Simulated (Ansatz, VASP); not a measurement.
**Na: VASP beside Ansatz**

Contents of INCAR:

```
SYSTEM = Na
ALGO = Fast ; EDIFF = 1E-6
ENCUT = 520 ; GGA = PS
ISIF = 2 ; ISMEAR = 0
LASPH = .TRUE. ; LCHARG = .FALSE.
LREAL = .FALSE. ; LWAVE = .FALSE.
NBANDS = 10 ; NELM = 100
PREC = Accurate ; SIGMA = 0.15
```

KPOINTS

```
k-points
0
G
  8 8 8
  0 0 0
```

POSCAR

```
Na
1.0
    7.0498332550      0.4406145784      0.4406145784
    0.4406145784      7.0498332550      0.4406145784
    0.4406145784      0.4406145784      7.0498332550
Na
1
Direct
    0.0000000000      0.0000000000      0.0000000000
```

Input for Ansatz:

```yaml
crystal:
  lattice:
    - [7.049833255, 0.4406145784, 0.4406145784]
    - [0.4406145784, 7.049833255, 0.4406145784]
    - [0.4406145784, 0.4406145784, 7.049833255]
  atoms:
    - { symbol: Na, position: [0.0, 0.0, 0.0] }
basis:
  ecutwfc: 420
kpoints:
  mp_grid: { grid: [8, 8, 8] }
hamiltonian:
  xc: pbesol
scf:
  occupations: { method: gaussian, width: 0.15 }
output:
  forces: true
  stress: true
  eigenvalues: true
```

Alike in both runs: task single point; functional PBEsol; k mesh 8 × 8 × 8; occupations gaussian, width 0.15 eV; no spin polarisation.

|  | VASP | Ansatz |
| --- | --- | --- |
| version | VASP 6.6.1 | Ansatz 0.2.0 |
| potentials or method | VASP PAW PBE potentials, release 64 (Na_pv) | scalar-relativistic, plane waves, PAW |
| plane-wave cutoff (eV) | 520 | 420 |
| valence electrons in the cell | 7 | 9 |

|  | VASP | Ansatz | Ansatz less VASP |
| --- | --- | --- | --- |
| gap on the k mesh at the Fermi level (eV) | none | none | - |
| pressure (GPa) | -0.1 | -0.1 | 0.00 |

A gap of «none» marks a metal or a gap that the smearing closes. With one functional, cell and mesh, what is left measures potentials, basis and numerics. The two sets of potentials don't hold the same shells in valence.

Caveats: the PAW data sets were made with another functional, which shifts forces and pressure a little (VASP).
